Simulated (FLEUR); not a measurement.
Runs of FLEUR MaX-R8.1 (later development tree) on Pt. It takes space group P6_3/mmc (No. 194, hexagonal). The conventional cell has a = 2.761 Å, b = 2.761 Å, c = 4.792 Å, α = 90.00°, β = 90.00°, γ = 120.00°. Pt (site symmetry -6m2) is surrounded by 12 Pt at 2.76 to 2.88 Å. This isn't the form of Pt at room conditions, which is fcc.

| task | level | spin | cell | k mesh | gmax | muffin-tin radii | max iterations | mixing factor | mixer | kmax | gap on the mesh (eV) | V0 of scaled cells (Å³/atom) | B0 (GPa) |
| --- | --- | --- | --- | --- | --- | --- | --- | --- | --- | --- | --- | --- | --- |
| equation of state | r2SCAN | off | as given | 11 × 11 × 6 | 13 1/bohr | Pt 2.34 bohr | - | - | - | 4.19 1/bohr | - | 15.43 | 264 |
| equation of state | PBEsol | off | as given | 11 × 11 × 6 | 13 1/bohr | Pt 2.34 bohr | - | - | - | 4.19 1/bohr | - | (a) | 282 |
| single point | PBEsol | off | as given | 11 × 11 × 6 | 13 1/bohr | Pt 2.34 bohr | 60 | 0.05 | Anderson | 4.19 1/bohr | none | - | - |
| single point | PBEsol | off | atoms moved at random, drawn with an rms of 0.05 Å | 11 × 11 × 6 | 13 1/bohr | Pt 2.34 bohr | 60 | 0.05 | Anderson | 4.19 1/bohr | none | - | - |

Alike in all rows: potentials or basis all-electron, FLAPW; smearing fermi-dirac 0.05 eV.

Question: Fill in the values left out.

Answer: (a) 15.16.

Caveats: the cell was scaled at fixed shape and fractional positions, which overstates the stiffness of a crystal with free parameters, most of all of layers and chains (some runs); the meta-GGA is that of a development version, with a GGA for the radial functions and cores and without core tails (some runs).

A k mesh can miss the band edges, and the runs leave out spin-orbit coupling on Pt.

A gap of «none» marks a metal or a gap under the smearing width.
